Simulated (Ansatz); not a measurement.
## BAs under changes of volume

One of the cells (13.626 Å³/atom); the others are scaled copies at fixed shape and fractional positions:

```xyz
2
Lattice="0.0000 2.3885 2.3885 2.3885 0.0000 2.3885 2.3885 2.3885 0.0000" Properties=species:S:1:pos:R:3 pbc="T T T"
As    3.5827    3.5827    3.5827
B     0.0000    0.0000    0.0000
```

- Program: Ansatz 0.2.0
- Functional: revPBE
- Dispersion: D3(BJ)
- Potentials or basis: Ansatz PAW
- Cutoff: 420 eV (not typed: the program's choice for these potentials)
- k mesh: 10 × 10 × 10
- Occupations: fermi-dirac, width 0.05 eV
- Spin: no spin polarisation

```tsv
volume (Å³/atom)	energy over the lowest point (meV/atom)	pressure (GPa)	gap on the mesh (eV)
12.809	9.76	6.2	1.14
13.081	2.13	2.8	1.16
13.354	0.00	-0.2	1.18
13.626	2.75	-3.0	1.21
13.899	9.93	-5.4	1.23
14.171	?	?	?
14.444	35.78	-9.6	1.27
```

Problem. What does the run at 14.171 Å³/atom give?

Solution. Energy over the lowest point 21.08 meV/atom; pressure -7.6 GPa; gap on the mesh 1.25 eV.

Worked out: A Birch-Murnaghan fit of order 3 (a polynomial in V^(-2/3)) to the other rows has its minimum at 13.33 Å³/atom with B0 = V·E''(V) = 142 GPa and B' = 4.3. It gives 21.05 meV/atom at 14.171 Å³/atom, against the run's 21.08, and -dE/dV = -7.6 GPa, against -7.6. A straight line through the other rows of the gap, of slope 1.11 eV per unit of ln V, gives 1.25 eV, against the run's 1.25.

Energies are extrapolated to zero smearing.

Caveats: the PAW data sets come from PBE, with cores solved anew for the run's functional, which leaves a small shift of forces and pressure.

A mesh can miss the band edges. Spin-orbit coupling on As is left out.
